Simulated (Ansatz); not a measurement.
# Calculated ⁹⁹Ru nuclear quadrupole resonance for RuS2

Cell: a computed structure from the Materials Project (it need not be an observed phase), atoms as given.

```xyz
12
Lattice="5.6306 0.0000 0.0000 0.0000 5.6306 0.0000 0.0000 0.0000 5.6306" Properties=species:S:1:pos:R:3 pbc="T T T"
Ru    0.0000    2.8153    2.8153
Ru    2.8153    2.8153    0.0000
Ru    2.8153    0.0000    2.8153
Ru    0.0000    0.0000    0.0000
S     2.1858    0.6295    5.0011
S     0.6295    5.0011    2.1858
S     5.0011    2.1858    0.6295
S     3.4448    3.4448    3.4448
S     2.1858    2.1858    2.1858
S     0.6295    3.4448    5.0011
S     5.0011    0.6295    3.4448
S     3.4448    5.0011    0.6295
```

Sites (sets of like atoms) are named by element and the number of their first atom in this list.

All values are calculated (Ansatz; DFT, PBEsol, plane waves and PAW, scalar-relativistic, collinear spin, 420 eV cutoff, Γ-centred 5×5×5 k-points, Fermi–Dirac smearing 0.02 eV), not measured. Start moments as typed (μB): 2 on each Ru, none on the rest.

⁹⁹Ru: I = 5/2, Q = 79.00 mb (year-2017 value). Static lattice, zero field.

Task: The simulated lines lie at 1.36, 2.71 MHz. What are |C_Q|, η and |V_zz| at Ru?

Result: For I = 5/2 and η = 0 the lines are 3|C_Q|/20 and twice that; η pulls their ratio below 2. Here |C_Q| = 9.04 MHz, η = 0.00 and |V_zz| = 4.73 × 10²¹ V/m². The calculation gives V_zz negative; the lines don't show the sign. The site has 6 S at 2.36 Å.

An axis of threefold or higher order runs through Ru, so V_zz lies along it and η is zero.

At this cell the principal stresses reach 5 GPa in size with PBEsol, which can matter for small gradients. The largest force is 0.3 eV/Å, so the atoms aren't at the calculated equilibrium and relaxing them would move these values. Without spin–orbit coupling (the program notes it for Ru) the gradients can shift somewhat, as the gap is small. The start moments die out, and the run ends without spin.
